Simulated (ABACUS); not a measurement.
# Pt (Fm-3m) in ABACUS: notebook, part 2 of 3

ABACUS 3.10.1. Earlier steps stand in the parts before.

### Step 3. Relaxation of cell and atoms, PBE

Input file run_abacus.py:

```python
"""Relaxation by an ASE optimiser with ABACUS as a small file-based calculator."""
import re
import subprocess
import numpy as np
from ase.calculators.calculator import Calculator, all_changes
from ase.filters import FrechetCellFilter
from ase.io import read
from ase.optimize import FIRE
from ase.stress import full_3x3_to_voigt_6_stress
from ase.units import Bohr, GPa

atoms = read("POSCAR")
atoms = atoms[(-atoms.numbers).argsort(kind="stable")]  # ABACUS lists atoms element by element
pseudo = {'Pt': 'Pt.upf'}
orbital = {'Pt': 'Pt_confined-atom_7au_3s2p2d1f.orb'}
magmoms = None
kmesh = [11, 11, 11]
params = {
    'suffix': 'Pt',
    'calculation': 'scf',
    'basis_type': 'lcao',
    'pseudo_dir': './',
    'orbital_dir': './',
    'symmetry': 1,
    'dft_functional': 'pbe',
    'ecutwfc': 100,
    'pseudo_rcut': 10,
    'nspin': 1,
    'nbands': 13,
    'ks_solver': 'genelpa',
    'smearing_method': 'fd',
    'smearing_sigma': 0.00367493,
    'scf_thr': 1e-07,
    'scf_nmax': 100,
    'mixing_type': 'broyden',
    'mixing_beta': 0.7,
    'cal_force': 1,
    'cal_stress': 1,
    'out_mul': 1,
}

def write_input(atoms):
    symbols = atoms.get_chemical_symbols()
    elements = list(dict.fromkeys(symbols))
    lines = ["ATOMIC_SPECIES"] + [f"{e} {atoms.get_masses()[symbols.index(e)]:.4f} {pseudo[e]}" for e in elements]
    if orbital:
        lines += ["", "NUMERICAL_ORBITAL"] + [orbital[e] for e in elements]
    lines += ["", "LATTICE_CONSTANT", f"{1 / Bohr:.10f}", "", "LATTICE_VECTORS"]
    lines += [" ".join(f"{x:.10f}" for x in v) for v in atoms.cell]
    lines += ["", "ATOMIC_POSITIONS", "Direct"]
    for e in elements:
        lines += ["", e, "0.0", str(symbols.count(e))]
        for i, p in enumerate(atoms.get_scaled_positions(wrap=False)):
            if symbols[i] == e:
                mag = "" if magmoms is None else " mag " + " ".join(str(x) for x in (magmoms[i] if isinstance(magmoms[i], list) else [magmoms[i]]))
                lines.append(" ".join(f"{x:.10f}" for x in p) + " 1 1 1" + mag)
    open("STRU", "w").write("\n".join(lines) + "\n")
    open("KPT", "w").write("K_POINTS\n0\nGamma\n%d %d %d 0 0 0\n" % tuple(kmesh))
    open("INPUT", "w").write("INPUT_PARAMETERS\n" + "".join(f"{k:<20s}{v}\n" for k, v in params.items()))

class Abacus(Calculator):
    implemented_properties = ["energy", "free_energy", "forces", "stress"]

    def calculate(self, atoms=None, properties=("energy",), system_changes=all_changes):
        super().calculate(atoms, properties, system_changes)
        write_input(self.atoms)
        subprocess.run(['mpirun', '-np', '4', 'abacus'], check=True)
        log = open("OUT.Pt/running_scf.log").read()
        if "charge density convergence is achieved" not in log:
            raise RuntimeError("SCF not converged")
        rows = lambda title, n: np.array([l.split()[-3:] for l in log.split(title)[-1].split("\n")[2:2 + n]], float)
        energy = float(re.findall(r"FINAL_ETOT_IS (\S+)", log)[-1])
        stress = -rows("TOTAL-STRESS", 3) / 10 * GPa  # ABACUS prints kbar, compression positive
        self.results = dict(energy=energy, free_energy=energy, forces=rows("TOTAL-FORCE", len(self.atoms)), stress=full_3x3_to_voigt_6_stress(stress))

atoms.calc = Abacus()
opt = FIRE(FrechetCellFilter(atoms), logfile="opt.log", trajectory="relax.traj")
print("optimiser converged:", opt.run(fmax=0.01, steps=60))
```

Input file POSCAR:

```
Pt
1.0
    0.0000000000      1.9609000000      1.9609000000
    1.9609000000      0.0000000000      1.9609000000
    1.9609000000      1.9609000000      0.0000000000
Pt
1
Direct
    0.0000000000      0.0000000000      0.0000000000
```

Potentials or basis: Ansatz NC PBE, DZP LCAO (the cutoffs set its grid).

On the command line:

```bash
OMP_NUM_THREADS=1 python run_abacus.py > log
```

running log:

```text
[... set-up lines left out ...]
 LCAO ALGORITHM --------------- ION=   1  ELEC=   1--------------------------------

 Density error is 0.0563634016338
----------------------------------------------------------
     Energy           Rydberg                 eV
----------------------------------------------------------
 E_KohnSham     -260.9281583535      -3550.1097222537
 E_Harris       -263.7269181246      -3588.1888024738
 E_Fermi        1.7156384719         23.3424589262
----------------------------------------------------------

 LCAO ALGORITHM --------------- ION=   1  ELEC=   2--------------------------------

 Density error is 0.0178843259606
----------------------------------------------------------
     Energy           Rydberg                 eV
----------------------------------------------------------
 E_KohnSham     -260.9484555323      -3550.3858795384
 E_Harris       -259.9306608334      -3536.5380722396
 E_Fermi        1.6116052478         21.9270142963
----------------------------------------------------------

 LCAO ALGORITHM --------------- ION=   1  ELEC=   3--------------------------------

 Density error is 0.00421359663933
----------------------------------------------------------
     Energy           Rydberg                 eV
----------------------------------------------------------
 E_KohnSham     -260.9510499096      -3550.4211778529
 E_Harris       -261.0478143127      -3551.7377250984
 E_Fermi        1.6407580293         22.3236582383
----------------------------------------------------------

 LCAO ALGORITHM --------------- ION=   1  ELEC=   4--------------------------------

 Density error is 0.000163959968353
----------------------------------------------------------
     Energy           Rydberg                 eV
----------------------------------------------------------
 E_KohnSham     -260.9510652715      -3550.4213868619
 E_Harris       -260.9445889616      -3550.3332721451
 E_Fermi        1.6374194137         22.2782340421
----------------------------------------------------------

 LCAO ALGORITHM --------------- ION=   1  ELEC=   5--------------------------------

 Density error is 5.40806045084e-05
----------------------------------------------------------
     Energy           Rydberg                 eV
----------------------------------------------------------
 E_KohnSham     -260.9510654153      -3550.4213888189
 E_Harris       -260.9540004353      -3550.4613218140
 E_Fermi        1.6376687965         22.2816270696
----------------------------------------------------------

 LCAO ALGORITHM --------------- ION=   1  ELEC=   6--------------------------------

 Density error is 4.48158790407e-06
----------------------------------------------------------
     Energy           Rydberg                 eV
----------------------------------------------------------
 E_KohnSham     -260.9510654292      -3550.4213890081
 E_Harris       -260.9513161702      -3550.4248005138
 E_Fermi        1.6375961967         22.2806392977
----------------------------------------------------------

 LCAO ALGORITHM --------------- ION=   1  ELEC=   7--------------------------------

 Density error is 9.29876653807e-08
----------------------------------------------------------
     Energy           Rydberg                 eV
----------------------------------------------------------
 E_KohnSham     -260.9510654292      -3550.4213890083
 E_KS(sigma->0) -260.9503888137      -3550.4121831824
 E_Harris       -260.9510605188      -3550.4213221987
 E_band         -10.5960823244       -144.1670960895
 E_one_elec     -55.0187526602       -748.5685330314
 E_Hartree      39.2310693509        533.7660818050
 E_xc           -47.4992167829       -646.2599987848
 E_Ewald        -197.6628121060      -2689.3405273454
 E_entropy(-TS) -0.0013532310        -0.0184116517
 E_descf        0.0000000000         0.0000000000
 E_exx          0.0000000000         0.0000000000
 E_Fermi        1.6375893615         22.2805463005
----------------------------------------------------------

 charge density convergence is achieved
 final etot is -3550.421389 eV
 EFERMI = 22.2805463 eV

 STATE ENERGY(eV) AND OCCUPATIONS    NSPIN == 1
 1/56 kpoint (Cartesian) = 0.0000 0.0000 0.0000 (449 pws)
       1       -76.0814     0.00150263
       2       -30.0319     0.00150263
       3       -30.0319     0.00150263
       4       -30.0319     0.00150263
       5        12.5746     0.00150263
       6        18.7755     0.00150263
       7        18.7755     0.00150263
       8        18.7755     0.00150263
       9        20.8021     0.00150263
      10        20.8021     0.00150263
      11        37.1103        0.00000
      12        41.9284        0.00000
      13        41.9284        0.00000

 2/56 kpoint (Cartesian) = 0.022859 0.022859 0.022859 (450 pws)
       1       -76.0793      0.0120210
       2       -30.0647      0.0120210
       3       -30.0366      0.0120210
       4       -30.0366      0.0120210
       5        12.8926      0.0120210
       6        18.6436      0.0120210
       7        18.8939      0.0120210
       8        18.8939      0.0120210
       9        20.7390      0.0120210
      10        20.7390      0.0120210
      11        37.5872        0.00000
      12        40.6837        0.00000
      13        42.4299        0.00000

 3/56 kpoint (Cartesian) = 0.045718 0.045718 0.045718 (452 pws)
       1       -76.0736      0.0120210
       2       -30.1521      0.0120210
       3       -30.0494      0.0120210
       4       -30.0494      0.0120210
       5        13.7614      0.0120210
       6        18.4068      0.0120210
       7        19.1114      0.0120210
       8        19.1114      0.0120210
       9        20.7177      0.0120210
      10        20.7177      0.0120210
      11        37.8419        0.00000
      12        38.6940        0.00000
      13        43.8059        0.00000

 4/56 kpoint (Cartesian) = 0.068577 0.068577 0.068577 (450 pws)
       1       -76.0661      0.0120210
       2       -30.2654      0.0120210
       3       -30.0660      0.0120210
       4       -30.0660      0.0120210
       5        14.8038      0.0120210
       6        18.5719      0.0120210
       7        19.0973      0.0120210
       8        19.0973      0.0120210
       9        21.1013      0.0120210
      10        21.1013      0.0120210
      11        34.6678        0.00000
      12        38.6252        0.00000
      13        44.6628        0.00000

 5/56 kpoint (Cartesian) = 0.091437 0.091437 0.091437 (453 pws)
       1       -76.0592      0.0120210
       2       -30.3684      0.0120210
       3       -30.0813      0.0120210
       4       -30.0813      0.0120210
       5        15.3407      0.0120210
       6        18.8952      0.0120210
       7        18.8952      0.0120210
       8        19.8204      0.0120210
       9        21.7740      0.0120206
      10        21.7740      0.0120206
      11        31.2463    1.59969e-80
      12        37.6047        0.00000
      13        42.6175        0.00000

 6/56 kpoint (Cartesian) = 0.11430 0.11430 0.11430 (447 pws)
       1       -76.0551      0.0120210
       2       -30.4291      0.0120210
       3       -30.0904      0.0120210
       4       -30.0904      0.0120210
       5        15.4126      0.0120210
       6        18.7443      0.0120210
       7        18.7443      0.0120210
       8        21.6479      0.0120210
       9        22.2789     0.00611232
      10        22.2789     0.00611232
      11        28.3881    1.07281e-55
      12        36.9535        0.00000
      13        41.2112        0.00000

[... levels at 50 further k points ...]

 correction force for each atom along direction 1 is -8.58090e-14
 correction force for each atom along direction 2 is -1.07187e-13
 correction force for each atom along direction 3 is 3.85339e-14
------------------------------------------------------------------------------------------
 TOTAL-FORCE (eV/Angstrom)
------------------------------------------------------------------------------------------
                       Pt1         0.0000000000         0.0000000000         0.0000000000
------------------------------------------------------------------------------------------

----------------------------------------------------------------
 TOTAL-STRESS (KBAR)
----------------------------------------------------------------
        -0.7575197706         0.0000000000         0.0000000000
         0.0000000000        -0.7575197706         0.0000000000
         0.0000000000         0.0000000000        -0.7575197706
----------------------------------------------------------------
 TOTAL-PRESSURE: -0.757520 KBAR

 --------------------------------------------
 !FINAL_ETOT_IS -3550.4213890082569378 eV
 --------------------------------------------
```

Run time: 67 s. Hardware: 4 MPI ranks of Intel Xeon Platinum 8259CL at 2.50GHz (Skylake/Cascade Lake), shared host; peak memory 0.36 GiB.

What came out:

```yaml
Free_energy: -3550.4214 eV
Relaxed_volume: 15.72 Å³/atom
Relaxed_cell: a = 2.812 Å, b = 2.812 Å, c = 2.812 Å, α = 60.00°, β = 60.00°, γ = 60.00°
Space_group_after_relaxing_to_0.05_Å: Fm-3m (No. 225)
Energy_gained_by_relaxing: 21.8 meV/atom
Ionic_steps: 14
Pressure_after_relaxing: -0.1 GPa
Band_gap_on_the_k_mesh: none (metal or under the smearing width)
```

Step by step:
| step | energy change (eV) | largest force (eV/Å) | pressure (GPa) | volume (Å³) |
| --- | --- | --- | --- | --- |
| 1 | 0.0000 | 0.0000 | 11.38 | 15.08 |
| 2 | -0.0208 | 0.0000 | 2.36 | 15.57 |
| 3 | -0.0117 | 0.0000 | -6.68 | 16.19 |
| 4 | -0.0149 | 0.0000 | -5.61 | 16.11 |
| 5 | -0.0191 | 0.0000 | -3.58 | 15.96 |
| 6 | -0.0217 | 0.0000 | -0.79 | 15.77 |
| 7 | -0.0208 | 0.0000 | 2.32 | 15.57 |
| 8 | -0.0209 | 0.0000 | 2.22 | 15.58 |
| 9 | -0.0211 | 0.0000 | 2.00 | 15.59 |
| 10 | -0.0213 | 0.0000 | 1.70 | 15.61 |
| 11 | -0.0215 | 0.0000 | 1.32 | 15.64 |
| 12 | -0.0217 | 0.0000 | 0.88 | 15.66 |
| 13 | -0.0218 | 0.0000 | 0.41 | 15.69 |
| 14 | -0.0218 | 0.0000 | -0.08 | 15.72 |

Final structure:
```yaml
crystal:
  lattice:
    - [0.00000, 1.98846, 1.98846]
    - [1.98846, 0.00000, 1.98846]
    - [1.98846, 1.98846, 0.00000]
  atoms:
    - { symbol: Pt, position: [0.00000, 0.00000, 0.00000] }
```

Levels at points of the mesh, in eV from the Fermi level:
```
           k point  band 6  band 7  band 8  band 9  band 10  band 11  band 12  band 13
(0.00, 0.00, 0.00)   -3.51   -3.51   -3.51   -1.48    -1.48    14.83    19.65    19.65
```

Caveat: the atomic orbitals were generated for these runs and aren't a published set; the basis of atomic orbitals isn't converged, which shifts pressures, moduli and gaps.

(Part 2 of 3 ends here.)
